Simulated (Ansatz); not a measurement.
## CoO: axial (c/a) deformation path

Method: Ansatz 0.2.0, DFT PBEsol, scalar-relativistic, plane waves, PAW. The runs took a 420 eV cutoff, a Γ-centred 24×24×24 mesh and Gaussian smearing (0.15 eV). Collinear spins, started from moments 2.6, 0.3 μB in atom order; the magnetic state may not be the lowest. Energies are free energies at this smearing, counted from the undisturbed cell; pressure is positive in compression.

The starting cell (as given, not relaxed at this level; it stands at -9.1 GPa):

```xyz
2
Lattice="1.5055 0.8692 2.4399 -1.5055 0.8692 2.4399 0.0000 -1.7384 2.4399" Properties=species:S:1:pos:R:3 pbc="T T T"
Co    0.0000    0.0000    0.0000
O     0.0000    0.0000    3.6599
```

At fixed volume and fractional coordinates, lengths along (0.000, 0.000, 1.000) are scaled against those across it; ρ is that ratio over its starting value. The cell is metallic on the mesh throughout. At ρ = 1.008 the cell becomes cubic (Fm-3m), and there the slope of the energy vanishes by symmetry. At -9 GPa the given cell is far from its own equilibrium, so these figures belong to a strongly strained crystal.

```csv
ρ,ΔE (meV/atom)
0.850,10.7
0.920,-1.6
1.000,0.0
1.100,-3.3
1.200,6.3
```

Question: Predict the pressure (GPa) at each point.

Answer:
```
    ρ  pressure (GPa)
0.850           -12.4
0.920           -10.3
1.000            -9.1
1.100           -10.3
1.200           -13.2
```

Cost: 5 runs of about 6.1 core-minutes in all, on AMD EPYC 7R43 (Zen 3) (shared hosts).